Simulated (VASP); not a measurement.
# AlRu (Pm-3m) in VASP: relaxation of cell and atoms with PBE

Aim: the relaxation of cell and atoms of AlRu with PBE.

Program: VASP 6.6.1. These are calculated values, not measurements. Logs are shortened: lines on timing, memory, paths and dates and some standing lists are left out, and cuts for length are marked.

### Step 1. The crystal as given

Symmetry: Pm-3m, No. 221, cubic system. The conventional cell has a = 2.990 Å, b = 2.990 Å, c = 2.990 Å, α = 90.00°, β = 90.00°, γ = 90.00°. Around Ru (site symmetry m-3m) lie 8 Al at 2.59 Å. Around Al (site symmetry m-3m) lie 8 Ru at 2.59 Å.

The cell was built by a generator and needn't be a form met in nature.

### Step 2. Relaxation of cell and atoms, PBE

The input, INCAR:

```
ALGO = Normal
EDIFF = 1E-6
EDIFFG = -0.01
ENCUT = 600
GGA = PE
IBRION = 2
ISIF = 3
ISMEAR = 1
KPAR = 8
LASPH = T
LCHARG = F
LREAL = F
LWAVE = F
NELM = 100
NSW = 40
PREC = Accurate
SIGMA = 0.2
```

The input, KPOINTS:

```
k-points
0
Gamma
  12 12 12
```

The input, POSCAR:

```
AlRu
1.0
    2.9900000000      0.0000000000      0.0000000000
    0.0000000000      2.9900000000      0.0000000000
    0.0000000000      0.0000000000      2.9900000000
Ru Al
1 1
Direct
    0.0000000000      0.0000000000      0.0000000000
    0.5000000000      0.5000000000      0.5000000000
```

Potentials or basis: VASP PAW PBE potentials, release 64 (Ru_pv, Al).

Started as:

```console
$ cat potpaw_PBE.64/Ru_pv/POTCAR potpaw_PBE.64/Al/POTCAR > POTCAR
$ mpirun -np 8 vasp_std > vasp.out
```

OUTCAR:

```text
EDIFF = 1E-6
   EDIFFG = -0.01
   ENCUT = 600
   GGA = PE
   IBRION = 2
   ISIF = 3
   ISMEAR = 1
   LASPH = T
   LREAL = F
   NELM = 100
   NSW = 40
   PREC = Accurate

 ion  position               nearest neighbor table
   1  0.000  0.000  0.000-   2 2.59   2 2.59   2 2.59   2 2.59   2 2.59   2 2.59   2 2.59   2 2.59

   2  0.500  0.500  0.500-   1 2.59   1 2.59   1 2.59   1 2.59   1 2.59   1 2.59   1 2.59   1 2.59

  LATTYP: Found a simple cubic cell.
 ALAT       =     2.9900000000

  Lattice vectors:

 A1 = (   2.9900000000,   0.0000000000,   0.0000000000)
 A2 = (   0.0000000000,   2.9900000000,   0.0000000000)
 A3 = (   0.0000000000,   0.0000000000,   2.9900000000)

Analysis of symmetry for initial positions (statically):
=====================================================================
 Subroutine PRICEL returns:
 Original cell was already a primitive cell.

 Routine SETGRP: Setting up the symmetry group for a
 simple cubic supercell.

 Subroutine GETGRP returns: Found 48 space group operations
 (whereof 48 operations were pure point group operations)
 out of a pool of 48 trial point group operations.

The static configuration has the point symmetry O_h .

Analysis of symmetry for dynamics (positions and initial velocities):
=====================================================================
 Subroutine PRICEL returns:
 Original cell was already a primitive cell.

 Routine SETGRP: Setting up the symmetry group for a
 simple cubic supercell.

 Subroutine GETGRP returns: Found 48 space group operations
 (whereof 48 operations were pure point group operations)
 out of a pool of 48 trial point group operations.

The dynamic configuration has the point symmetry O_h .

 Subroutine INISYM returns: Found 48 space group operations
 (whereof 48 operations are pure point group operations),
 and found     1 'primitive' translations

----------------------------------------------------------------------------------------

                                     Primitive cell

  volume of cell :      26.7309

  direct lattice vectors                    reciprocal lattice vectors
     2.990000000  0.000000000  0.000000000     0.334448161  0.000000000  0.000000000
     0.000000000  2.990000000  0.000000000     0.000000000  0.334448161  0.000000000
     0.000000000  0.000000000  2.990000000     0.000000000  0.000000000  0.334448161

  length of vectors
     2.990000000  2.990000000  2.990000000     0.334448161  0.334448161  0.334448161

  position of ions in fractional coordinates (direct lattice)
     0.000000000  0.000000000  0.000000000
     0.500000000  0.500000000  0.500000000

  ion indices of the primitive-cell ions
   primitive index   ion index
                 1           1
                 2           2

----------------------------------------------------------------------------------------

 KPOINTS: k-points

Automatic generation of k-mesh.
 Grid dimensions read from file:
 generate k-points for:   12   12   12

 Generating k-lattice:

  Cartesian coordinates                     Fractional coordinates (reciprocal lattice)
     0.027870680  0.000000000  0.000000000     0.083333333  0.000000000  0.000000000
     0.000000000  0.027870680  0.000000000     0.000000000  0.083333333  0.000000000
     0.000000000  0.000000000  0.027870680     0.000000000  0.000000000  0.083333333

  Length of vectors
     0.027870680  0.027870680  0.027870680

  Shift w.r.t. Gamma in fractional coordinates (k-lattice)
     0.000000000  0.000000000  0.000000000

 Subroutine IBZKPT returns following result:
 ===========================================

 Found     84 irreducible k-points:

 Following reciprocal coordinates:
            Coordinates               Weight
  0.000000  0.000000  0.000000      1.000000
  0.083333  0.000000  0.000000      6.000000
  0.166667  0.000000  0.000000      6.000000
  0.250000  0.000000  0.000000      6.000000
  0.333333  0.000000  0.000000      6.000000
  0.416667  0.000000  0.000000      6.000000
[... 16 lines left out ...]
  0.333333  0.333333  0.000000     12.000000
  0.416667  0.333333  0.000000     24.000000
 [... further k-points ...]
   k-points           NKPTS =     84   k-points in BZ     NKDIM =     84   number of bands    NBANDS=     12
   number of dos      NEDOS =    301   number of ions     NIONS =      2
   total plane-waves  NPLWV =  13824
   dimension x,y,z NGX =    24 NGY =   24 NGZ =   24
   dimension x,y,z NGXF=    48 NGYF=   48 NGZF=   48
   ions per type =               1   1
   NGX,Y,Z   is equivalent  to a cutoff of  13.34, 13.34, 13.34 a.u.
   NGXF,Y,Z  is equivalent  to a cutoff of  26.69, 26.69, 26.69 a.u.
 SYSTEM =  unknown system
   PREC   = accura    normal or accurate (medium, high low for compatibility)
   ISTART =      0    job   : 0-new  1-cont  2-samecut
   ICHARG =      2    charge: 1-file 2-atom 10-const
   ISPIN  =      1    spin polarized calculation?
   LNONCOLLINEAR =      F non collinear calculations
   LSORBIT =      F    spin-orbit coupling
   LASPH  =      T    aspherical Exc in radial PAW
   ENCUT  =  600.0 eV  44.10 Ry    6.64 a.u.   5.97  5.97  5.97*2*pi/ulx,y,z
   NELM   =    100;   NELMIN=  2; NELMDL= -5     # of ELM steps
   EDIFF  = 0.1E-05   stopping-criterion for ELM
   LREAL  =      F    real-space projection
   EDIFFG = -.1E-01   stopping-criterion for IOM
   NSW    =     40    number of steps for IOM
   IBRION =      2    ionic relax: 0-MD 1-quasi-New 2-CG
   NFREE  =      1    steps in history (QN), initial steepest desc. (CG)
   ISIF   =      3    stress and relaxation
   ISYM   =      2    0-nonsym 1-usesym 2-fastsym
   POTIM  = 0.5000    time-step for ionic-motion
   TEBEG  =    0.0;   TEEND  =   0.0 temperature during run
   PSTRESS=    0.0 pullay stress
   NELECT =      17.0000    total number of electrons
   NUPDOWN=      -1.0000    fix difference up-down
   EMIN   =  10.00;   EMAX   =-10.00  energy-range for DOS
   EFERMI =   0.00;   METHOD = LEGACY
   ISMEAR =     1;   SIGMA  =   0.20  broadening in eV -4-tet -1-fermi 0-gaus
   EFERMI_NEDOS =   21; number of points for ismear=-14 and -15
   IALGO  =     38    algorithm
   IMIX   =      4    mixing-type and parameters
     AMIX     =   0.40;   BMIX     =  1.00
     AMIX_MAG =   1.60;   BMIX_MAG =  1.00
  volume/ion in A,a.u.               =      13.37        90.19
  Fermi-wavevector in a.u.,A,eV,Ry     =   1.407840  2.660432 26.966928  1.982013
  Thomas-Fermi vector in A             =   2.530058
   LORBIT       =      0    0 simple, 1 ext, 2 COOP (PROOUT), +10 PAW based schemes
   GGA     = PE    functional components
   LHFCALC =     F    Hartree Fock is set to
   AEXX    =    0.0000 exact exchange contribution
   IVDW    =     0    specifies the selected vdW correction
   LEPSILON=     F    determine dielectric tensor
   LRPA    =     F    only Hartree local field effects (RPA)
 conjugate gradient relaxation of ions
 non-spin polarized calculation
 Methfessel and Paxton  Order N= 1 SIGMA  =   0.20
  energy-cutoff  :      600.00
  volume of cell :       26.73
 maximum number of plane-waves:       912
 NGX is ok and might be reduce to    24
   NGX = 11   NGY = 11   NGZ = 11

--------------------------------------- Ionic step        1  -------------------------------------------

 number of electron      16.9999995 magnetization

 Free energy of the ion-electron system (eV)
  ---------------------------------------------------
  ext. energy  EPLUGINS =         0.00000000
  ---------------------------------------------------
  free energy    TOTEN  =       -14.26176517 eV

  energy without entropy =      -14.26305572  energy(sigma->0) =      -14.26219535

------------------------ aborting loop because EDIFF is reached ----------------------------------------

  FORCE on cell =-STRESS in cart. coord.  units (eV):
  Direction    XX          YY          ZZ          XY          YZ          ZX
  --------------------------------------------------------------------------------------
  -------------------------------------------------------------------------------------
  Total        0.4520298      0.4520298      0.4520298      0.0000000     -0.0000000     -0.0000000
  in kB       27.0934364     27.0934364     27.0934364      0.0000000     -0.0000000     -0.0000000
  external PRESSURE =      27.0934364 kB  Pullay stress =       0.0000000 kB

 VOLUME and BASIS-vectors are now :
 -----------------------------------------------------------------------------
  energy-cutoff  :      600.00
  volume of cell :       26.73
      direct lattice vectors                 reciprocal lattice vectors
     2.990000000  0.000000000  0.000000000     0.334448161  0.000000000  0.000000000
     0.000000000  2.990000000  0.000000000     0.000000000  0.334448161  0.000000000
     0.000000000  0.000000000  2.990000000     0.000000000  0.000000000  0.334448161
[... 37 lines left out ...]
 POSITION                                       TOTAL-FORCE (eV/Angst)
 -----------------------------------------------------------------------------------
      0.00000      0.00000      0.00000         0.000000     -0.000000      0.000000
      1.51130      1.51130      1.51130        -0.000000      0.000000     -0.000000
 -----------------------------------------------------------------------------------
    total drift:                                0.000000      0.000000      0.000000

  FREE ENERGIE OF THE ION-ELECTRON SYSTEM (eV)
  ---------------------------------------------------
  free  energy   TOTEN  =       -14.2580011753 eV

  energy  without entropy=      -14.2591553006  energy(sigma->0) =      -14.25838588

--------------------------------------- Ionic step        3  -------------------------------------------

 number of electron      16.9999996 magnetization

 Free energy of the ion-electron system (eV)
  ---------------------------------------------------
  ext. energy  EPLUGINS =         0.00000000
  ---------------------------------------------------
  free energy    TOTEN  =       -14.26462816 eV

  energy without entropy =      -14.26586624  energy(sigma->0) =      -14.26504085

 E-fermi :  10.5378     XC(G=0): -12.5092

 val. band max:       10.5376893199   @ k =   0.0833   0.0833   0.0000
 cond. band min:      10.5385563044   @ k =   0.4167   0.3333   0.1667
 fundamental gap:      0.0008669845
 Fermi energy:        10.5378142972

 k-point     1 :       0.0000    0.0000    0.0000
  band No.  band energies     occupation
      1     -31.2116      2.00000
      2     -31.2116      2.00000
      3     -31.2116      2.00000
      4       0.9496      2.00000
      5       7.0534      2.00000
      6       7.0534      2.00000
      7      10.7283     -0.03893
      8      10.7283     -0.03893
      9      10.7283     -0.03893
     10      16.5814      0.00000
     11      16.5814      0.00000
     12      16.5814      0.00000

 k-point     2 :       0.0833    0.0000    0.0000
  band No.  band energies     occupation
      1     -31.2252      2.00000
      2     -31.2105      2.00000
      3     -31.2105      2.00000
      4       1.0816      2.00000
      5       7.0973      2.00000
      6       7.0995      2.00000
      7      10.5658      0.76575
      8      10.5658      0.76574
      9      10.7443     -0.05634
     10      15.9474      0.00000
     11      16.8454      0.00000
     12      16.8454      0.00000
[... 316 lines left out ...]
 k-point    24 :       0.4167    0.3333    0.0000
  band No.  band energies     occupation
      1     -31.3800      2.00000
      2     -31.3405      2.00000
      3     -31.1826      2.00000
      4       4.5878      2.00000
      5       6.6901      2.00000
      6       8.6716      2.00000
      7       9.0396      2.00000
      8       9.3750      2.00000
      9       9.7175      2.00000
     10      12.6483     -0.00000
     11      16.2893      0.00000
     12      17.9175      0.00000

 [... further k-points ...]
[... 5 lines left out ...]
  --------------------------------------------------------------------------------------
  -------------------------------------------------------------------------------------
  Total       -0.0031354     -0.0031354     -0.0031354     -0.0000000     -0.0000000      0.0000000
  in kB       -0.1855267     -0.1855267     -0.1855267     -0.0000000     -0.0000000      0.0000000
  external PRESSURE =      -0.1855267 kB  Pullay stress =       0.0000000 kB

 VOLUME and BASIS-vectors are now :
 -----------------------------------------------------------------------------
  energy-cutoff  :      600.00
  volume of cell :       27.08
      direct lattice vectors                 reciprocal lattice vectors
     3.002847678  0.000000000 -0.000000000     0.333017225 -0.000000000 -0.000000000
     0.000000000  3.002847678 -0.000000000    -0.000000000  0.333017225  0.000000000
     0.000000000 -0.000000000  3.002847678     0.000000000  0.000000000  0.333017225

 POSITION                                       TOTAL-FORCE (eV/Angst)
 -----------------------------------------------------------------------------------
      0.00000      0.00000      0.00000         0.000000     -0.000000      0.000000
      1.50142      1.50142      1.50142        -0.000000      0.000000     -0.000000
 -----------------------------------------------------------------------------------
    total drift:                               -0.000000      0.000000      0.000000

  FREE ENERGIE OF THE ION-ELECTRON SYSTEM (eV)
  ---------------------------------------------------
  free  energy   TOTEN  =       -14.2646281604 eV

  energy  without entropy=      -14.2658662356  energy(sigma->0) =      -14.26504085

 reached required accuracy - stopping structural energy minimisation
```

It took 21 s on 8 MPI ranks of Intel Xeon Platinum 8375C at 2.90GHz (Ice Lake), shared host; peak memory 0.17 GiB.

Results:

```yaml
Free_energy: -14.2646 eV
Relaxed_volume: 13.54 Å³/atom
Relaxed_cell: a = 3.003 Å, b = 3.003 Å, c = 3.003 Å, α = 90.00°, β = 90.00°, γ = 90.00°
Space_group_after_relaxing_to_0.05_Å: Pm-3m (No. 221)
Energy_gained_by_relaxing: 1.4 meV/atom
Ionic_steps: 3
Pressure_after_relaxing: 0.0 GPa
Band_gap_on_the_k_mesh: none (metal or under the smearing width)
```

Step by step:
| step | energy change (eV) | largest force (eV/Å) | pressure (GPa) | volume (Å³) |
| --- | --- | --- | --- | --- |
| 1 | 0.0000 | 0.0000 | 2.71 | 26.73 |
| 2 | 0.0038 | 0.0000 | -3.87 | 27.61 |
| 3 | -0.0029 | 0.0000 | -0.02 | 27.08 |

Final structure:
```xyz
2
Lattice="3.0028 0.0000 0.0000 0.0000 3.0028 0.0000 0.0000 0.0000 3.0028" Properties=species:S:1:pos:R:3 pbc="T T T"
Ru    0.0000    0.0000    0.0000
Al    1.5014    1.5014    1.5014
```

Levels at points of the mesh, in eV from the Fermi level:
| k point | band 7 | band 8 | band 9 | band 10 | band 11 | band 12 |
| --- | --- | --- | --- | --- | --- | --- |
| (0.00, 0.00, 0.00) | 0.19 | 0.19 | 0.19 | 6.04 | 6.04 | 6.04 |
| (0.50, 0.00, 0.00) | -1.56 | -1.56 | 0.44 | 2.27 | 7.47 | 10.99 |
| (0.50, 0.50, 0.00) | -1.34 | -1.13 | -1.13 | 1.53 | 5.26 | 6.14 |
| (0.50, 0.50, 0.50) | 1.62 | 1.62 | 2.52 | 4.13 | 4.13 | 4.13 |
